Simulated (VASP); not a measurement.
# GaSb in VASP: notebook, part 2 of 2

VASP 6.6.1. The steps go on from the part before.

## 4. Single point, PBEsol

INCAR

```
PREC = Accurate
ENCUT = 520
EDIFF = 1E-7
ISMEAR = 0
SIGMA = 0.03
LREAL = F
LASPH = T
NELM = 80
ALGO = Fast
ISIF = 2
LWAVE = F
LCHARG = F
LDIPOL = T
IDIPOL = 3
DIPOL = 0.5 0.5 0.500
GGA = PS
NBANDS = 76
LVHAR = T
LVACPOTAV = T
ICORELEVEL = 1
```

KPOINTS

```
regular mesh
0
Gamma
  6 5 1
```

POSCAR

```
GaSb                                    
1.0
    4.3238137200      0.0000000000      0.0000000000
    0.0000000000      6.1147960000      0.0000000000
    0.0000000000      0.0000000000     27.9714411500
  Ga              Sb            
     7     7
Direct
     0.5000000000000000    0.5606915951888783    0.2863117486071927
     0.0000000000000000    0.9793099311583390    0.3417934852432700
     0.5000000000000000    0.4869903161021210    0.4232966162849077
     0.0000000000000000    0.9838797654050282    0.5000000000000000
     0.5000000000000000    0.4869903161021210    0.5767033837150924
     0.0000000000000000    0.9793099311583390    0.6582065147567367
     0.5000000000000000    0.5606915951888783    0.7136882513928072
     0.0000000000000000    0.7693182893342080    0.2579912271089496
     0.5000000000000000    0.2312791500479370    0.3462586466107239
     0.0000000000000000    0.7382664059781369    0.4215467719809608
     0.5000000000000000    0.2344088589757315    0.5000000000000000
     0.0000000000000000    0.7382664059781369    0.5784532280190389
     0.5000000000000000    0.2312791500479369    0.6537413533892833
     0.0000000000000000    0.7693182893342080    0.7420087728910504
```

Potentials or basis: VASP PAW PBE potentials, release 64 (Ga_d, Sb).

Run with:

```sh
$ cat potpaw_PBE.64/Ga_d/POTCAR potpaw_PBE.64/Sb/POTCAR > POTCAR
$ mpirun -np 4 vasp_std > vasp.out
```

OUTCAR:

```text
PREC = Accurate
   ENCUT = 520
   EDIFF = 1E-7
   ISMEAR = 0
   LREAL = F
   LASPH = T
   NELM = 80
   ISIF = 2
   GGA = PS

 ion  position               nearest neighbor table
   1  0.500  0.561  0.286-   9 2.62   8 2.63   8 2.63
   2  0.000  0.979  0.342-   9 2.66   9 2.66   8 2.67  10 2.67
   3  0.500  0.487  0.423-  11 2.64  10 2.65  10 2.65   9 2.66
   4  0.000  0.984  0.500-  11 2.65  11 2.65  12 2.66  10 2.66
   5  0.500  0.487  0.577-  11 2.64  12 2.65  12 2.65  13 2.66
   6  0.000  0.979  0.658-  13 2.66  13 2.66  14 2.67  12 2.67
   7  0.500  0.561  0.714-  13 2.62  14 2.63  14 2.63
   8  0.000  0.769  0.258-   1 2.63   1 2.63   2 2.67
   9  0.500  0.231  0.346-   1 2.62   2 2.66   2 2.66   3 2.66
  10  0.000  0.738  0.422-   3 2.65   3 2.65   4 2.66   2 2.67
  11  0.500  0.234  0.500-   3 2.64   5 2.64   4 2.65   4 2.65
  12  0.000  0.738  0.578-   5 2.65   5 2.65   4 2.66   6 2.67
  13  0.500  0.231  0.654-   7 2.62   6 2.66   6 2.66   5 2.66
  14  0.000  0.769  0.742-   7 2.63   7 2.63   6 2.67

  LATTYP: Found a simple orthorhombic cell.
 ALAT       =     4.3238137200
 B/A-ratio  =     1.4142135614
 C/A-ratio  =     6.4691596265

  Lattice vectors:

 A1 = (   4.3238137200,   0.0000000000,   0.0000000000)
 A2 = (   0.0000000000,   6.1147960000,   0.0000000000)
 A3 = (   0.0000000000,   0.0000000000,  27.9714411500)

Analysis of symmetry for initial positions (statically):
=====================================================================
 Subroutine PRICEL returns:
 Original cell was already a primitive cell.

 Routine SETGRP: Setting up the symmetry group for a
 simple orthorhombic supercell.

 Subroutine GETGRP returns: Found  4 space group operations
 (whereof  4 operations were pure point group operations)
 out of a pool of  8 trial point group operations.

The static configuration has the point symmetry C_2v.

Analysis of symmetry for dynamics (positions and initial velocities):
=====================================================================
 Subroutine PRICEL returns:
 Original cell was already a primitive cell.

 Routine SETGRP: Setting up the symmetry group for a
 simple orthorhombic supercell.

 Subroutine GETGRP returns: Found  4 space group operations
 (whereof  4 operations were pure point group operations)
 out of a pool of  8 trial point group operations.

The dynamic configuration has the point symmetry C_2v.

 Subroutine INISYM returns: Found  4 space group operations
 (whereof  4 operations are pure point group operations),
 and found     1 'primitive' translations

----------------------------------------------------------------------------------------

                                     Primitive cell

  volume of cell :     739.5436

  direct lattice vectors                    reciprocal lattice vectors
     4.323813720  0.000000000  0.000000000     0.231277309  0.000000000  0.000000000
     0.000000000  6.114796000  0.000000000     0.000000000  0.163537753  0.000000000
     0.000000000  0.000000000 27.971441150     0.000000000  0.000000000  0.035750750

  length of vectors
[... 110 lines left out ...]
   IALGO  =     68    algorithm
   IMIX   =      4    mixing-type and parameters
     AMIX     =   0.40;   BMIX     =  1.00
     AMIX_MAG =   1.60;   BMIX_MAG =  1.00
  volume/ion in A,a.u.               =      52.82       356.48
  Fermi-wavevector in a.u.,A,eV,Ry     =   0.907564  1.715047 11.206734  0.823672
  Thomas-Fermi vector in A             =   2.031386
   LORBIT       =      0    0 simple, 1 ext, 2 COOP (PROOUT), +10 PAW based schemes
   GGA     = PS    functional components
   LHFCALC =     F    Hartree Fock is set to
   AEXX    =    0.0000 exact exchange contribution
   IVDW    =     0    specifies the selected vdW correction
   LEPSILON=     F    determine dielectric tensor
   LRPA    =     F    only Hartree local field effects (RPA)
 non-spin polarized calculation
 RMM-DIIS sequential band-by-band and
 Gauss-broadening in eV      SIGMA  =   0.03
  energy-cutoff  :      520.00
  volume of cell :      739.54
 maximum number of plane-waves:     20000
   NGX = 17   NGY = 23   NGZ =105

 dipolmoment           0.000000      0.000000      0.000000 electrons x Angstroem

 number of electron     126.0000065 magnetization

 dipolmoment           0.000000      0.000000     -0.000000 electrons x Angstroem

 Free energy of the ion-electron system (eV)
  ---------------------------------------------------
  ext. energy  EPLUGINS =         0.00000000
  ---------------------------------------------------
  free energy    TOTEN  =       -55.16104692 eV

  energy without entropy =      -55.16104692  energy(sigma->0) =      -55.16104692

 the core state eigenenergies are
   1-  1s -10224.3071  2s  -1257.6900  2p  -1094.1602  3s   -143.5434  3p    -94.2696

   2-  1s -10224.1513  2s  -1257.5375  2p  -1094.0067  3s   -143.3861  3p    -94.1110

   3-  1s -10224.1622  2s  -1257.5561  2p  -1094.0246  3s   -143.3968  3p    -94.1214
[... 9 lines left out ...]
   8-  1s -30292.0861  2s  -4604.0407  2p  -4132.1484  3s   -897.7703  3p   -744.0232
       3d   -509.5938  4s   -142.8469  4p    -95.8234  4d    -27.6473
   9-  1s -30292.3504  2s  -4604.3145  2p  -4132.4201  3s   -898.0621  3p   -744.3148
       3d   -509.8837  4s   -143.1660  4p    -96.1454  4d    -27.9792
  10-  1s -30292.3564  2s  -4604.3173  2p  -4132.4233  3s   -898.0599  3p   -744.3126
       3d   -509.8820  4s   -143.1549  4p    -96.1332  4d    -27.9632
  11-  1s -30292.3544  2s  -4604.3179  2p  -4132.4235  3s   -898.0649  3p   -744.3176
       3d   -509.8865  4s   -143.1675  4p    -96.1467  4d    -27.9799
  12-  1s -30292.3564  2s  -4604.3173  2p  -4132.4233  3s   -898.0599  3p   -744.3126
       3d   -509.8820  4s   -143.1549  4p    -96.1332  4d    -27.9632
  13-  1s -30292.3504  2s  -4604.3145  2p  -4132.4201  3s   -898.0621  3p   -744.3148
       3d   -509.8837  4s   -143.1660  4p    -96.1454  4d    -27.9792
  14-  1s -30292.0861  2s  -4604.0407  2p  -4132.1484  3s   -897.7703  3p   -744.0232
       3d   -509.5938  4s   -142.8469  4p    -95.8234  4d    -27.6473

 E-fermi :   0.6732     XC(G=0):  -5.5112

 val. band max:        0.5058625002   @ k =   0.0000   0.0000   0.0000
 cond. band min:       0.9149164991   @ k =   0.5000   0.0000   0.0000
 fundamental gap:      0.4090539989
 Fermi energy:         0.6732208818

 k-point     1 :       0.0000    0.0000    0.0000
  band No.  band energies     occupation
      1     -14.6624      2.00000
      2     -14.6624      2.00000
      3     -14.6042      2.00000
      4     -14.6041      2.00000
      5     -14.5695      2.00000
      6     -14.5695      2.00000
[... 925 lines left out ...]
     74       4.1717      0.00000
     75       4.1990      0.00000
 [bands above 75 left out]

------------------------ aborting loop because EDIFF is reached ----------------------------------------

  FORCE on cell =-STRESS in cart. coord.  units (eV):
  Direction    XX          YY          ZZ          XY          YZ          ZX
  --------------------------------------------------------------------------------------
  -------------------------------------------------------------------------------------
  Total       -1.7957456     -1.0818628     -0.4048225      0.0000000      0.0000000      0.0000000
  in kB       -3.8903761     -2.3437914     -0.8770240      0.0000000      0.0000000      0.0000000
  external PRESSURE =      -2.3703972 kB  Pullay stress =       0.0000000 kB

 VOLUME and BASIS-vectors are now :
 -----------------------------------------------------------------------------
  energy-cutoff  :      520.00
  volume of cell :      739.54
      direct lattice vectors                 reciprocal lattice vectors
     4.323813720  0.000000000  0.000000000     0.231277309  0.000000000  0.000000000
     0.000000000  6.114796000  0.000000000     0.000000000  0.163537753  0.000000000
     0.000000000  0.000000000 27.971441150     0.000000000  0.000000000  0.035750750

 POSITION                                       TOTAL-FORCE (eV/Angst)
 -----------------------------------------------------------------------------------
      2.16191      3.42851      8.00855        -0.000000     -0.000604      0.002680
      0.00000      5.98828      9.56046        -0.000000     -0.003989      0.020285
      2.16191      2.97785     11.84022        -0.000000      0.002878     -0.003163
      0.00000      6.01622     13.98572        -0.000000      0.010739      0.000000
      2.16191      2.97785     16.13122        -0.000000      0.002878      0.003163
      0.00000      5.98828     18.41098        -0.000000     -0.003989     -0.020285
      2.16191      3.42851     19.96289        -0.000000     -0.000604     -0.002680
      0.00000      4.70422      7.21639        -0.000000      0.004562      0.013687
      2.16191      1.41422      9.68535        -0.000000     -0.006258     -0.004914
      0.00000      4.51435     11.79127        -0.000000     -0.007410      0.007256
      2.16191      1.43336     13.98572        -0.000000      0.010902      0.000000
      0.00000      4.51435     16.18017         0.000000     -0.007410     -0.007256
      2.16191      1.41422     18.28609        -0.000000     -0.006258      0.004914
      0.00000      4.70422     20.75505        -0.000000      0.004562     -0.013687
 -----------------------------------------------------------------------------------
    total drift:                                0.000000      0.004094     -0.000026

  FREE ENERGIE OF THE ION-ELECTRON SYSTEM (eV)
  ---------------------------------------------------
  free  energy   TOTEN  =       -55.1610469243 eV

  energy  without entropy=      -55.1610469243  energy(sigma->0) =      -55.16104692

 vacuum level on the upper side and lower side of the slab         4.970         4.970
```

Wall time 4.4 min (4 MPI ranks of Intel Xeon 6975P-C (Granite Rapids), shared host); peak memory 0.42 GiB.

Results:

* Free energy: -55.1610 eV
* Largest force: 0.021 eV/Å
* Band gap on the k mesh: 0.41 eV, indirect (least direct gap 0.57 eV)
* Ionisation potential of the upper face: 4.46 eV

Forces on the atoms (eV/Å):
```
Ga   0.000 -0.001  0.003
Ga   0.000 -0.004  0.020
Ga   0.000  0.003 -0.003
Ga   0.000  0.011  0.000
Ga   0.000  0.003  0.003
Ga   0.000 -0.004 -0.020
Ga   0.000 -0.001 -0.003
Sb   0.000  0.005  0.014
Sb   0.000 -0.006 -0.005
Sb   0.000 -0.007  0.007
Sb   0.000  0.011  0.000
Sb   0.000 -0.007 -0.007
Sb   0.000 -0.006  0.005
Sb   0.000  0.005 -0.014
```

Core levels (eV, on the scale of the bands):
```csv
atom,levels
1 Ga,"1s -10224.3, 2s -1257.7, 2p -1094.2, 3s -143.5, 3p -94.3"
2 Ga,"1s -10224.2, 2s -1257.5, 2p -1094.0, 3s -143.4, 3p -94.1"
3 Ga,"1s -10224.2, 2s -1257.6, 2p -1094.0, 3s -143.4, 3p -94.1"
4 Ga,"1s -10224.2, 2s -1257.6, 2p -1094.0, 3s -143.4, 3p -94.1"
5 Ga,"1s -10224.2, 2s -1257.6, 2p -1094.0, 3s -143.4, 3p -94.1"
6 Ga,"1s -10224.2, 2s -1257.5, 2p -1094.0, 3s -143.4, 3p -94.1"
```

Caveat: the PAW data sets were made with another functional, which shifts forces and pressure a little; spin-orbit coupling is left out, which moves the levels of the heavy elements. A hybrid or GW would open this gap; PBEsol tends to underestimate it.
